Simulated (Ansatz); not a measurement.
# HgTe (Fm-3m) in Ansatz: notebook

The runs below take HgTe through phonons, elastic constants, with LDA, PBE.

Everything below comes from runs of Ansatz 0.2.0. Logs are shortened: lines on timing, memory, paths and dates and some standing lists are left out, and cuts for length are marked.

## 1. The structure

It takes space group Fm-3m (No. 225, cubic). Conventional cell: a = 6.360 Å, b = 6.360 Å, c = 6.360 Å, α = 90.00°, β = 90.00°, γ = 90.00°. Around Hg (site symmetry m-3m) lie 6 Te at 3.18 Å. Around Te (site symmetry m-3m) lie 6 Hg at 3.18 Å.

Measurements of this composition are mostly on another form, of space group No. 216.

## 2. Phonons, LDA

Contents of input.yaml:

```yaml
crystal:
  lattice:
    - [0.0, 3.18, 3.18]
    - [3.18, 0.0, 3.18]
    - [3.18, 3.18, 0.0]
  atoms:
    - { symbol: Hg, position: [0.0, 0.0, 0.0] }
    - { symbol: Te, position: [0.5, 0.5, 0.5] }
hamiltonian:
  xc: lda
  pseudopotentials: { kind: paw }
kpoints:
  mp_grid: { grid: [5, 5, 5] }
scf:
  occupations: { method: fermi_dirac, width: 0.05 }
phonons:
  method: dfpt
```

Potentials or basis: Ansatz PAW.

The run is started by

```
$ ansatz run input.yaml --threads 2 --pin off --max-ram 5632MiB --backend cpu --events-out ev --progress --plain --runs-dir out
```

Output:

```text
Warning: RAYON_NUM_THREADS=2 ignored (pool sized by the plan → 2); use --threads N
Engine: ansatz 0.2.0, x86_64-unknown-linux-gnu
Pseudopotentials: kind: paw
Pseudopotential: Hg, paw, valence charge 20, recommended cutoff 420 eV (normal), Hg.paw.azcp
Pseudopotential: Te, paw, valence charge 16, recommended cutoff 420 eV (normal), Te.paw.azcp
Functional definition: SPW92
  exchange = slater_x
  correlation = pw_c
Crystal: 2 atoms, lattice volume = 64.315 Å³
Basis set: ecut = 420 eV, 1243 PW (Γ), exchange–correlation on 64×64×64 points (8 copies of the dense FFT grid, shifted against one another)
Bands: 22, of which v1, the nominal top of the filled ones, is band 18 counted from 1 (17 counted from 0)
Symmetry: 48 space group operations
k-points: 18 of 125 (irreducible under 8 space group operations, time reversal used)
Non-local potential: Hg, projectors of the file, l = 0: 3, l = 1: 2, l = 2: 2, l = 3: 1
Non-local potential: Te, projectors of the file, l = 0: 2, l = 1: 2, l = 2: 2, l = 3: 2
PAW form: soft (Blöchl's): semilocal exchange-correlation on the pseudo side does not see the compensation charge
PAW frozen core: Hg, regenerated for the run's functional, and the local potential with it (the file was generated under x = pbe(κ = 0.804, μ = 0.2195149727645171), c = pbe(β = 0.06672455060314922))
PAW frozen core: Te, regenerated for the run's functional, and the local potential with it (the file was generated under x = pbe(κ = 0.804, μ = 0.2195149727645171), c = pbe(β = 0.06672455060314922))
PAW one-centre angular grid: Hg, 590 points (default); XC on 64 Gauss nodes
PAW one-centre angular grid: Te, 590 points (default); XC on 64 Gauss nodes
Initial density: superposition of atomic densities (neutral atoms: chi_scale 0, normalization atom), corrected by the library's trained network
Initial wavefunctions: pseudopotential atomic-orbital guess
Functional: x = slater, c = lda
SCF iter   1: F=—  HF=-20349.438889 eV  |F-HF|=—  |Δ(HF+E_count)|=         —  Δρ=4.66e-3  dr2=7.51e-3  ethr=1.77e-3  ⟨swp⟩=6.1  Hψ=1854  notcnv=0
preconditioner: auto → LDOS  [insulator: Δε(μ)=0.410 eV  Ē_g=9.780 eV  σ=0.050 eV  W_gap=0.52  n_scr=14 (ndim 8)  ℏωp=19.6 eV  f_vac=0.047  D(μ)=1.66/eV (n_scr^D=14)  ε∞_Penn≈5.0  β→1.0]
SCF iter   2: F=—  HF=-20349.437024 eV  |F-HF|=—  |Δ(HF+E_count)|=   1.86e-3  Δρ=1.85e-3  dr2=1.85e-3  ethr=2.09e-5  ⟨swp⟩=2.1  Hψ=918  notcnv=0
SCF iter   3: F=—  HF=-20349.435940 eV  |F-HF|=—  |Δ(HF+E_count)|=   1.08e-3  Δρ=2.96e-4  dr2=3.55e-5  ethr=5.15e-6  ⟨swp⟩=2.0  Hψ=705  notcnv=0
SCF iter   4: F=—  HF=-20349.435926 eV  |F-HF|=—  |Δ(HF+E_count)|=   1.36e-5  Δρ=3.00e-5  dr2=2.42e-7  ethr=9.85e-8  ⟨swp⟩=2.0  Hψ=653  notcnv=0
SCF iter   5: F=—  HF=-20349.435922 eV  |F-HF|=—  |Δ(HF+E_count)|=   4.09e-6  Δρ=7.43e-6  dr2=2.68e-8  ethr=6.71e-10  ⟨swp⟩=2.0  Hψ=708  notcnv=0
SCF iter   6: F=—  HF=-20349.435922 eV  |F-HF|=—  |Δ(HF+E_count)|=   9.20e-9  Δρ=1.29e-6  dr2=8.91e-10  ethr=7.43e-11  ⟨swp⟩=2.2  Hψ=704  notcnv=0
SCF iter   7: F=—  HF=-20349.435922 eV  |F-HF|=—  |Δ(HF+E_count)|=  1.09e-11  Δρ=2.06e-7  dr2=2.44e-11  ethr=2.48e-12  ⟨swp⟩=2.1  Hψ=559  notcnv=0
SCF iter   8: F=-20349.435922 eV  HF=-20349.435922 eV  |F-HF|=1.46e-11  |Δ(HF+E_count)|=  3.64e-12  Δρ=3.89e-8  dr2=5.31e-13  ethr=1.00e-12  ⟨swp⟩=6.1  Hψ=1766  notcnv=0
SCF 1 converged in 8 iterations: F = -20349.435922 eV  dr2 = 5.31e-13
DFPT response loops at Γ: preconditioner auto → Kerker (q_TF=auto, 2.477 Å⁻¹) (partly filled bands, converged f_vac=0.044); β = 1.00, the filter's whole step (`scf.mixing.beta` (0.50) is not read by the response loops under this deck's `scf.mixing.preconditioner`; to damp them name `kerker` or `kerker_dos`, under which they read `scf.mixing.beta`, and type it under 1.00, their step now; both keys bind the ground state too); Broyden in place of MSR1
SCF converged after 8 iterations
Free energy (F): -20349.435922 eV
Harris-Foulkes:  -20349.435922 eV  (|F-HF|=1.46e-11)
Internal energy: -20349.423601 eV  (E = F + TS)
E sigma→0 (E₀):  -20349.429761 eV
Entropy (-TS):   -0.012322 eV (-6.161 meV/atom)
Fermi energy:    8.767398 eV
--- Per-component energies (eV) ---
  E_band       = -753.400989
  E_kinetic    = 782.088062
  E_local      = -4299.953072  (includes V_loc(G=0)·N_el)
  E_nonlocal   = -224.048002
  E_hartree    = 2091.276902
  E_xc         = -340.541392
  E_vxc        = -363.896293  (∫ρ·V_xc dr)
  E_paw        = -14165.153561  (= ΣΔE_a)
  E_vpaw       = -830.146181  (= ΣTr[D̂ρ^β])
  E_aug_tail   = 0.000650  (compensation charges beyond the density's cutoff)
  E_ewald      = -4194.347942
  E_core_change = 1.254754  (= ΣΔE_core)
  E_smearing   = -0.012322  (= −TS)
  E_closure    = 0.000000  (closes the sum)
  Σ components = -20349.435922   (vs F -20349.435922, Δ=0.00e0)
--- Band table (eV; the first three rows and the last of 18) ---
  k-point 0: bands = ["-105.8210", "-54.1113", "-54.1113", "-54.1113", "-27.6541", "-27.6541", "-27.6540", "-27.6540", "-27.6540", "-2.6447", "2.4241", "2.4241", "2.4764", "2.4764", "2.4764", "7.1253", "8.1365", "8.1365", "8.1365", "16.0231", "16.0231", "16.0231"]
  k-point 1: bands = ["-105.8210", "-54.1114", "-54.1113", "-54.1113", "-27.6541", "-27.6541", "-27.6539", "-27.6538", "-27.6538", "-2.3914", "2.3399", "2.3399", "2.4434", "2.5138", "2.5138", "5.3056", "8.3560", "8.3560", "9.8330", "13.7223", "14.4336", "14.4336"]
  k-point 2: bands = ["-105.8210", "-54.1115", "-54.1113", "-54.1113", "-27.6541", "-27.6541", "-27.6538", "-27.6533", "-27.6533", "-1.8790", "2.2052", "2.2052", "2.2730", "2.5827", "2.5827", "3.8586", "8.7715", "8.7715", "11.0551", "12.0261", "12.9688", "12.9688"]
  k-point 17: bands = ["-105.8210", "-54.1114", "-54.1114", "-54.1114", "-27.6542", "-27.6538", "-27.6538", "-27.6534", "-27.6531", "-1.7954", "2.2896", "2.4439", "2.4719", "2.6257", "2.7461", "4.4927", "6.3804", "6.7437", "9.8432", "13.2730", "14.7587", "15.6515"]
--- Phonons (Γ-DFPT): 2 representative perturbations + reference, on 18 of 125 k-points (Σ response iterations 6) ---
  k mesh reduced under 8 symmetry operations, with k and −k counted as one. Each operation leaves every solved perturbation unchanged. A smaller set is not used because it would not reduce the number of displacements times k-points to solve
  ASR residual: 1.479e-5 → 0.000e0 eV/Å²; symmetrization residual: 8.447e-6 eV/Å²
  ASR residual per site (eV/Å²): 6.51e-6 1.48e-5
  Γ frequencies (cm⁻¹): 0.00 0.00 0.00 26.35 26.35 26.35
  non-analytic LO–TO correction: not included (Born effective charges unavailable; polar crystals: no LO–TO splitting at Γ)
```

Wall time 6.8 s (2 threads of Intel Xeon Platinum 8259CL at 2.50GHz (Skylake/Cascade Lake), shared host); peak memory 0.45 GiB.

Results:

| Item | Value |
| --- | --- |
| Free energy | -20349.4359 eV |
| Band gap on the k mesh | none (metal or under the smearing width) |
| Highest phonon frequency at Γ | 26 cm⁻¹ |

Levels at points of the mesh, in eV from the Fermi level:
```
           k point  band 15  band 16  band 17  band 18  band 19  band 20  band 21  band 22
(0.00, 0.00, 0.00)    -6.29    -1.64    -0.63    -0.63    -0.63     7.26     7.26     7.26
```

Phonon frequencies in cm⁻¹ (negative: imaginary):
| q point | frequencies |
| --- | --- |
| (0.000, 0.000, 0.000) | 0 0 0 26 26 26 |

Caveat: the PAW data sets come from PBE, with cores solved anew for the run's functional, which leaves a small shift of forces and pressure. The run has no spin-orbit coupling, so splittings on Hg, Te are missing.

## 3. Elastic constants, LDA

input.yaml: that of step 2 with these lines changed.

```diff
@@ -15,3 +15,7 @@
   occupations: { method: fermi_dirac, width: 0.05 }
-phonons:
-  method: dfpt
+output:
+  forces: true
+  stress: true
+elastic:
+  mode: clamped_ion
+  stencil: two_point
```

Potentials or basis: Ansatz PAW.

The run is started by

```
$ ansatz run input.yaml --threads 2 --pin off --max-ram 5632MiB --backend cpu --events-out ev --progress --plain --runs-dir out
```

Output:

```text
Warning: RAYON_NUM_THREADS=2 ignored (pool sized by the plan → 2); use --threads N
Engine: ansatz 0.2.0, x86_64-unknown-linux-gnu
Pseudopotentials: kind: paw
Pseudopotential: Hg, paw, valence charge 20, recommended cutoff 420 eV (normal), Hg.paw.azcp
Pseudopotential: Te, paw, valence charge 16, recommended cutoff 420 eV (normal), Te.paw.azcp
Functional definition: SPW92
  exchange = slater_x
  correlation = pw_c
Crystal: 2 atoms, lattice volume = 64.315 Å³
Basis set: ecut = 420 eV, 1243 PW (Γ)
Bands: 22, of which v1, the nominal top of the filled ones, is band 18 counted from 1 (17 counted from 0)
Symmetry: 48 space group operations
Space group: Fm-3m (ITA 225), of the structure as read, at distance tolerance 4.0e-5 Å
k-points: 10 of 125
[... 103 lines left out ...]
--- Elastic constants: 2 strain directions × 2 members + reference (group order 48) ---
  dense FFT box of the reference and of every strained cell: 32×32×32
  strains applied: 11, 23; error gains: componentwise 1.00 (the most a stress slope's error grows in a printed constant), spectral 1.73 (1 for all six strains in a standard setting)
  C = ∂σ_k/∂η_j (tension-positive GPa; Voigt order 11 22 33 23 13 12):
        15.358     19.355     19.355      0.000      0.000     -0.000
        19.355     15.358     19.355     -0.000      0.000      0.000
        19.355     19.355     15.358     -0.000     -0.000      0.000
        -0.000      0.000      0.000     13.177     -0.000     -0.000
         0.000      0.000     -0.000     -0.000     13.177      0.000
        -0.000      0.000     -0.000     -0.000      0.000     13.177
  reference stress σ⁰ (GPa):      7.712      7.712      7.712      0.000      0.000     -0.000
  C* (energy form; C + prestress term) asymmetry max|C*_kj − C*_jk| = 7.105e-15 GPa — a small one proves nothing (zero by symmetry where the batch's group is 432, −43m or m−3m); a large one is finite-difference/SCF noise where every solve meets its electron count
  moduli (Voigt/Reuss/Hill, GPa): K = 18.02/18.02/18.02   G = 7.11/-6.47/0.32   E = 0.95   ν = 0.491
  mechanically stable: NO (min eigenvalue of sym C = -4.00 GPa)
  strain η (Voigt 11):  stress-route row diagonal C_11 = 15.36 GPa, energy-path curvature d²(F+E_count+ΔE)/dδ²/Ω₀ = 15.12 GPa
         δ    σ_11 (GPa)             F (eV)   n_scf  n_hpsi   n_pw
    -2.000e-3       7.6802      -20349.4421000       7    7232   1271
     2.000e-3       7.7416      -20349.4297245       5    6606   1295
  strain η (Voigt 23):  stress-route row diagonal C_44 = 13.18 GPa, energy-path curvature d²(F+E_count+ΔE)/dδ²/Ω₀ = 9.33 GPa
         δ    σ_23 (GPa)             F (eV)   n_scf  n_hpsi   n_pw
    -2.000e-3      -0.0264      -20349.4359242       6    9509   1285
     2.000e-3       0.0264      -20349.4359242       6    9061   1285
```

elastic.tsv:

```text
[... 16 lines left out ...]
6	-7.4943041243e-30	7.8887346669e-30	-7.0064923216e-46	-9.0163219602e-48	1.5777218104e-30	1.3177369308e1	-1.1580555915e-17	-1.1580555915e-17	-1.1580555915e-17	-9.0163219602e-48	1.5777218104e-30	1.3177369308e1	-3.6376349000e-34	-1.6103050558e-33	-1.9259299444e-34	-9.6296497219e-35	-9.6296497219e-35	8.1715992297e-3
```

elastic_members.tsv:

```text
# convention: tension-positive GPa; Voigt order 11 22 33 23 13 12; engineering shear strains; stresses and constants hold the Pulay correction, whose part of sigma0, of c and of each member's stress the lines and columns named pulay_correction_..._gpa give (of c_energy it is that of c and, on the columns of strains 1 to 3, that of sigma0; of a layer's constants it is that of c in the plane, times a tenth of its plane spacing in ang); where a line pulay_correction_withheld stands none holds it
[... 13 lines left out ...]
3	2.0000000000e-3	7.7124967457e0	7.7124297354e0	7.7124297354e0	2.6354827966e-2	3.9952917908e-16	-3.6261615710e-16	-2.0349435924e4	-2.0349429765e4	6	9061	1285	nan	nan	0.0000000000e0	-3.1018254709e-2	-3.1027066203e-2	-3.1027066203e-2	1.6339361828e-5	-2.1204631192e-20	2.9686483669e-20	2.6983129106e-6	0.0000000000e0
```

Wall time 7.3 s (2 threads of Intel Xeon Platinum 8259CL at 2.50GHz (Skylake/Cascade Lake), shared host); peak memory 0.39 GiB.

What came out:

| Property | Result |
| --- | --- |
| Free energy | -20349.4359 eV |
| Pressure | -7.7 GPa |
| Band gap on the k mesh | none (metal or under the smearing width) |
| Clamped-ion elastic constants C11, C12, C44 | 15, 19, 13 GPa |
| Voigt bulk modulus | 18 GPa |

Levels at points of the mesh, in eV from the Fermi level:
```csv
k point,band 16,band 17,band 18,band 19,band 20,band 21
"(0.00, 0.00, 0.00)",-1.64,-0.63,-0.63,-0.63,7.26,7.26
```

Elastic tensor in Voigt notation (GPa, ions clamped, in the Cartesian axes of the cell as first typed):
```
15 19 19  0  0  0
19 15 19  0  0  0
19 19 15  0  0  0
 0  0  0 13  0  0
 0  0  0  0 13  0
 0  0  0  0  0 13
```

Caveat: the cell is more than 3 GPa from zero pressure, which shifts response properties; the elastic tensor has a negative eigenvalue, so either the cell is unstable as it stands or the mesh is too thin; the PAW data sets come from PBE, with cores solved anew for the run's functional, which leaves a small shift of forces and pressure. Spin-orbit coupling is left out, which matters for the levels of Hg, Te.

(Continued in part 2 of 2.)
